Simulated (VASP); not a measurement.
# Te2Pt (P-3m1) in VASP: a series of runs

The runs below take Te2Pt through single point, with PBEsol+U.

All numbers are computed with VASP 6.6.1; they aren't measurements. Logs are shortened: lines on timing, memory, paths and dates and some standing lists are left out, and cuts for length are marked.

## (1) The crystal as given

Symmetry: P-3m1, No. 164, trigonal system. Conventional cell: a = 4.018 Å, b = 4.018 Å, c = 5.212 Å, α = 90.00°, β = 90.00°, γ = 120.00°. Te (site symmetry 3m) is surrounded by 3 Pt at 2.66 Å. Around Pt (site symmetry -3m) lie 6 Te at 2.66 Å.

## (2) Single point, PBEsol+U, collinear spin, ferromagnetic start

Contents of INCAR:

```
SYSTEM = Te2Pt
PREC = Accurate ; ENCUT = 520
EDIFF = 1E-6 ; ISMEAR = 0
SIGMA = 0.05 ; LREAL = .False.
LASPH = .True. ; NELM = 60
ALGO = Fast ; ISIF = 2
LWAVE = .False. ; LCHARG = .False.
ISPIN = 2 ; MAGMOM = 0.5 0.5 0
LORBIT = 11 ; LMAXMIX = 4
LDAU = .True. ; LDAUTYPE = 2
LDAUL = -1 2 ; LDAUU = 0 8
LDAUJ = 0 0 ; LDAUPRINT = 1
GGA = PS
```

Contents of KPOINTS:

```
Automatic mesh
0
Gamma
  6 6 4
  0 0 0
```

Contents of POSCAR:

```
Te2Pt
1.0
    4.0179994500      0.0000000000      0.0000000000
   -2.0089997300      3.4796896000      0.0000000000
    0.0000000000      0.0000000000      5.2119993300
Te Pt
2 1
Direct
    0.3333333333      0.6666666667      0.2500000000
    0.6666666667      0.3333333333      0.7500000000
    0.0000000000      0.0000000000      0.0000000000
```

Potentials or basis: VASP PAW PBE potentials, release 64 (Te, Pt).

Command:

```bash
cat potpaw_PBE.64/Te/POTCAR potpaw_PBE.64/Pt/POTCAR > POTCAR
mpirun -np 1 vasp_std > vasp.out
```

OUTCAR:

```text
SYSTEM = Te2Pt
   PREC = Accurate
   ENCUT = 520
   EDIFF = 1E-6
   ISMEAR = 0
   LREAL = .False.
   LASPH = .True.
   NELM = 60
   ISIF = 2
   ISPIN = 2
   LORBIT = 11
   GGA = PS

 ion  position               nearest neighbor table
   1  0.333  0.667  0.250-   3 2.66   3 2.66   3 2.66   2 3.49   2 3.49   2 3.49   2 3.49   2 3.49
                             2 3.49
   2  0.667  0.333  0.750-   3 2.66   3 2.66   3 2.66   1 3.49   1 3.49   1 3.49   1 3.49   1 3.49
                             1 3.49
   3  0.000  0.000  0.000-   2 2.66   1 2.66   2 2.66   1 2.66   2 2.66   1 2.66

  LATTYP: Found a hexagonal cell.
 ALAT       =     4.0179994500
 C/A-ratio  =     1.2971627784

  Lattice vectors:

 A1 = (   4.0179994500,   0.0000000000,   0.0000000000)
 A2 = (  -2.0089997300,   3.4796896000,   0.0000000000)
 A3 = (   0.0000000000,   0.0000000000,   5.2119993300)

Analysis of symmetry for initial positions (statically):
=====================================================================
 Subroutine PRICEL returns:
 Original cell was already a primitive cell.

 Routine SETGRP: Setting up the symmetry group for a
 hexagonal supercell.

 Subroutine GETGRP returns: Found 12 space group operations
 (whereof 12 operations were pure point group operations)
 out of a pool of 24 trial point group operations.

The static configuration has the point symmetry D_3d.

Analysis of symmetry for dynamics (positions and initial velocities):
=====================================================================
 Subroutine PRICEL returns:
 Original cell was already a primitive cell.

 Routine SETGRP: Setting up the symmetry group for a
 hexagonal supercell.

 Subroutine GETGRP returns: Found 12 space group operations
 (whereof 12 operations were pure point group operations)
 out of a pool of 24 trial point group operations.

The dynamic configuration has the point symmetry D_3d.

Analysis of structural, dynamic, and magnetic symmetry:
=====================================================================
 Subroutine PRICEL returns:
 Original cell was already a primitive cell.

 Routine SETGRP: Setting up the symmetry group for a
 hexagonal supercell.

 Subroutine GETGRP returns: Found 12 space group operations
 (whereof 12 operations were pure point group operations)
 out of a pool of 24 trial point group operations.

The overall configuration has the point symmetry D_3d.

 Subroutine INISYM returns: Found 12 space group operations
 (whereof 12 operations are pure point group operations),
 and found     1 'primitive' translations

----------------------------------------------------------------------------------------

                                     Primitive cell

  volume of cell :      72.8710

  direct lattice vectors                    reciprocal lattice vectors
     4.017999450  0.000000000  0.000000000     0.248880074  0.143690978  0.000000000
    -2.008999730  3.479689600  0.000000000     0.000000000  0.287381955  0.000000000
     0.000000000  0.000000000  5.211999330     0.000000000  0.000000000  0.191864952

  length of vectors
     4.017999450  4.017999456  5.211999330     0.287381955  0.287381955  0.191864952

  position of ions in fractional coordinates (direct lattice)
     0.333333333  0.666666667  0.250000000
     0.666666667  0.333333333  0.750000000
     0.000000000  0.000000000  0.000000000

  ion indices of the primitive-cell ions
   primitive index   ion index
                 1           1
                 2           2
                 3           3

[... 91 lines left out ...]
  volume/ion in A,a.u.               =      24.29       163.92
  Fermi-wavevector in a.u.,A,eV,Ry     =   1.098241  2.075374 16.410427  1.206132
  Thomas-Fermi vector in A             =   2.234615
   LORBIT       =     11    0 simple, 1 ext, 2 COOP (PROOUT), +10 PAW based schemes
 LDA+U is selected, type is set to LDAUTYPE =  2
   angular momentum for each species LDAUL =    -1    2
   U (eV)           for each species LDAUU =   0.0  8.0
   J (eV)           for each species LDAUJ =   0.0  0.0
   GGA     = PS    functional components
   LHFCALC =     F    Hartree Fock is set to
   AEXX    =    0.0000 exact exchange contribution
   IVDW    =     0    specifies the selected vdW correction
   LEPSILON=     F    determine dielectric tensor
   LRPA    =     F    only Hartree local field effects (RPA)
 spin polarized calculation
 RMM-DIIS sequential band-by-band and
 Gauss-broadening in eV      SIGMA  =   0.05
  energy-cutoff  :      520.00
  volume of cell :       72.87
 maximum number of plane-waves:      2000
 NGX is ok and might be reduce to    30
   NGX = 15   NGY = 15   NGZ = 19

 number of electron      21.9999997 magnetization      -0.0273720

atom =   3  type =  2  l = 2

 onsite density matrix

spin component  1

  0.9153  0.0000  0.0000  0.0589  0.0000
  0.0000  0.8826  0.0000 -0.0000  0.0589
  0.0000  0.0000  0.9587  0.0000  0.0000
  0.0589 -0.0000  0.0000  0.8826 -0.0000
  0.0000  0.0589  0.0000 -0.0000  0.9153

spin component  2

  0.9140  0.0000  0.0000  0.0604  0.0000
  0.0000  0.8808  0.0000 -0.0000  0.0604
  0.0000  0.0000  0.9584  0.0000  0.0000
  0.0604 -0.0000  0.0000  0.8808 -0.0000
  0.0000  0.0604  0.0000 -0.0000  0.9140

 occupancies and eigenvectors

  o =  0.8348  v =  0.0000  0.0000  0.0000  0.0000  0.0000  0.5449 -0.3486 -0.0000 -0.7149  0.2657      0.0000  0.0000  0.0000  0.0000  0.0000  0.0000  0.0000  0.0000  0.0000  0.0000
  o =  0.8348  v =  0.0000  0.0000  0.0000  0.0000  0.0000  0.2657  0.7149  0.0000 -0.3486 -0.5449      0.0000  0.0000  0.0000  0.0000  0.0000  0.0000  0.0000  0.0000  0.0000  0.0000
  o =  0.8379  v =  0.5440 -0.3489 -0.0000 -0.7155  0.2653  0.0000  0.0000  0.0000  0.0000  0.0000      0.0000  0.0000  0.0000  0.0000  0.0000  0.0000  0.0000  0.0000  0.0000  0.0000
  o =  0.8379  v =  0.2653  0.7155  0.0000 -0.3489 -0.5440  0.0000  0.0000  0.0000  0.0000  0.0000      0.0000  0.0000  0.0000  0.0000  0.0000  0.0000  0.0000  0.0000  0.0000  0.0000
  o =  0.9584  v =  0.0000  0.0000  0.0000  0.0000  0.0000  0.0000  0.0000 -1.0000  0.0000  0.0000      0.0000  0.0000  0.0000  0.0000  0.0000  0.0000  0.0000  0.0000  0.0000  0.0000
  o =  0.9587  v =  0.0000  0.0000 -1.0000  0.0000  0.0000  0.0000  0.0000  0.0000  0.0000  0.0000      0.0000  0.0000  0.0000  0.0000  0.0000  0.0000  0.0000  0.0000  0.0000  0.0000
  o =  0.9600  v =  0.0000  0.0000  0.0000  0.0000  0.0000  0.7149  0.2657  0.0000  0.5449  0.3486      0.0000  0.0000  0.0000  0.0000  0.0000  0.0000  0.0000  0.0000  0.0000  0.0000
  o =  0.9600  v =  0.0000  0.0000  0.0000  0.0000  0.0000 -0.3486  0.5449  0.0000 -0.2657  0.7149      0.0000  0.0000  0.0000  0.0000  0.0000  0.0000  0.0000  0.0000  0.0000  0.0000
  o =  0.9601  v =  0.7155  0.2653  0.0000  0.5440  0.3489  0.0000  0.0000  0.0000  0.0000  0.0000      0.0000  0.0000  0.0000  0.0000  0.0000  0.0000  0.0000  0.0000  0.0000  0.0000
  o =  0.9601  v = -0.3489  0.5440  0.0000 -0.2653  0.7155  0.0000  0.0000  0.0000  0.0000  0.0000      0.0000  0.0000  0.0000  0.0000  0.0000  0.0000  0.0000  0.0000  0.0000  0.0000

 number of electron      21.9999997 magnetization       0.0120166

 Free energy of the ion-electron system (eV)
  ---------------------------------------------------
  ext. energy  EPLUGINS =         0.00000000
  ---------------------------------------------------
  free energy    TOTEN  =       -10.50330180 eV

  energy without entropy =      -10.50017924  energy(sigma->0) =      -10.50174052

 E-fermi :   8.3161     XC(G=0): -10.6466

 val. band max:        8.3072829299   @ k =   0.5000   0.0000   0.0000
 cond. band min:       8.3179239327   @ k =   0.5000   0.0000   0.0000
 fundamental gap:      0.0106410028
 Fermi energy:         8.3160815285

 spin component 1

 k-point     1 :       0.0000    0.0000    0.0000
  band No.  band energies     occupation
      1      -5.6558      1.00000
      2      -2.2135      1.00000
      3       0.8511      1.00000
      4       1.2882      1.00000
      5       1.2882      1.00000
      6       2.6387      1.00000
[... 432 lines left out ...]
      2      -3.4956      1.00000
      3       1.4017      1.00000
      4       1.4017      1.00000
      5       2.5997      1.00000
      6       2.7984      1.00000
[... 8 lines left out ...]
     15      15.2578      0.00000
     16      15.2685      0.00000
 Fermi energy:         8.3160815285

 spin component 2

 k-point     1 :       0.0000    0.0000    0.0000
  band No.  band energies     occupation
      1      -5.6539      1.00000
      2      -2.2121      1.00000
      3       0.8551      1.00000
      4       1.3035      1.00000
      5       1.3035      1.00000
      6       2.6490      1.00000
[... 433 lines left out ...]
      3       1.4045      1.00000
      4       1.4045      1.00000
      5       2.6030      1.00000
      6       2.8010      1.00000
[... 8 lines left out ...]
     15      15.2612      0.00000
     16      15.2641      0.00000

------------------------ aborting loop because EDIFF is reached ----------------------------------------

  FORCE on cell =-STRESS in cart. coord.  units (eV):
  Direction    XX          YY          ZZ          XY          YZ          ZX
  --------------------------------------------------------------------------------------
  -------------------------------------------------------------------------------------
  Total       -1.2092934     -1.2092934     -1.0031085      0.0000000     -0.0000000     -0.0000000
  in kB      -26.5881149    -26.5881149    -22.0548333      0.0000000     -0.0000000     -0.0000000
  external PRESSURE =     -25.0770210 kB  Pullay stress =       0.0000000 kB

 VOLUME and BASIS-vectors are now :
 -----------------------------------------------------------------------------
  energy-cutoff  :      520.00
  volume of cell :       72.87
      direct lattice vectors                 reciprocal lattice vectors
     4.017999450  0.000000000  0.000000000     0.248880074  0.143690978  0.000000000
    -2.008999730  3.479689600  0.000000000     0.000000000  0.287381955  0.000000000
     0.000000000  0.000000000  5.211999330     0.000000000  0.000000000  0.191864952

 POSITION                                       TOTAL-FORCE (eV/Angst)
 -----------------------------------------------------------------------------------
     -0.00000      2.31979      1.30300         0.000000      0.000000      0.214735
      2.00900      1.15990      3.90900        -0.000000     -0.000000     -0.214735
      0.00000      0.00000      0.00000        -0.000000      0.000000      0.000000
 -----------------------------------------------------------------------------------
    total drift:                                0.000000      0.000000     -0.000000

  FREE ENERGIE OF THE ION-ELECTRON SYSTEM (eV)
  ---------------------------------------------------
  free  energy   TOTEN  =       -10.5033018018 eV

  energy  without entropy=      -10.5001792422  energy(sigma->0) =      -10.50174052

 total charge

# of ion       s       p       d       tot
------------------------------------------
    1        1.404   1.823   0.066   3.293
    2        1.404   1.823   0.066   3.293
    3        0.614   0.600   9.015  10.230
--------------------------------------------------
tot          3.421   4.246   9.147  16.815

 magnetization (x)

# of ion       s       p       d       tot
------------------------------------------
    1        0.000   0.001   0.000   0.001
    2        0.000   0.001   0.000   0.001
    3        0.000  -0.000   0.006   0.006
--------------------------------------------------
tot          0.001   0.002   0.006   0.009
```

Wall time 42 s (1 thread of Intel Xeon Platinum 8488C (Sapphire Rapids), shared host); peak memory 0.23 GiB.

Results:

* Free energy: -10.5033 eV
* Pressure: -2.5 GPa
* Largest force: 0.215 eV/Å
* Band gap on the k mesh: none (metal or under the smearing width)
* Net moment: 0.01 μB per cell
* Valence electrons inside the program's atomic spheres: Te 3.29; Pt 10.23

Forces in eV/Å, atoms in the order of the input:
```
Te   0.000  0.000  0.215
Te   0.000  0.000 -0.215
Pt   0.000  0.000  0.000
```

Stress tensor (GPa, compression positive):
```
-2.66  0.00  0.00
 0.00 -2.66  0.00
 0.00  0.00 -2.21
```

Levels at points of the mesh, in eV from the Fermi level:
Spin up:
```
           k point  band 8  band 9  band 10  band 11  band 12  band 13  band 14  band 15
(0.00, 0.00, 0.00)   -3.69   -0.23    -0.23     0.94     0.94     1.56     2.97     4.62
(0.50, 0.00, 0.00)   -3.60   -3.36    -3.21    -3.17    -0.01     2.46     3.52     5.70
(0.00, 0.00, 0.50)   -2.11   -1.44    -0.87    -0.87     2.05     2.05     4.47     5.50
(0.50, 0.00, 0.50)   -5.09   -4.43    -2.26    -0.51     0.42     1.21     4.48     4.49
```
Spin down:
```tsv
k point	band 7	band 8	band 9	band 10	band 11	band 12	band 13	band 14	band 15	band 16
(0.00, 0.00, 0.00)	-5.67	-3.69	-0.23	-0.23	0.95	0.95	1.57	2.98	4.62	6.28
(0.50, 0.00, 0.00)	-5.34	-3.60	-3.35	-3.21	-3.17	0.00	2.47	3.53	5.70	5.87
(0.00, 0.00, 0.50)	-5.70	-2.11	-1.44	-0.87	-0.87	2.05	2.05	4.47	5.50	5.50
(0.50, 0.00, 0.50)	-5.54	-5.08	-4.41	-2.26	-0.51	0.43	1.22	4.49	4.49	6.56
```

Eigenvalues of the final occupation matrices:
| site | spin | trace | eigenvalues |
| --- | --- | --- | --- |
| site 3 d | 1 | 4.55 | 0.84 0.84 0.96 0.96 0.96 |
| site 3 d | 2 | 4.55 | 0.83 0.83 0.96 0.96 0.96 |

Caveat: the PAW data sets were made with another functional, which shifts forces and pressure a little; the U is typed as a test and isn't derived for this compound.

[end of part 1 of 2]
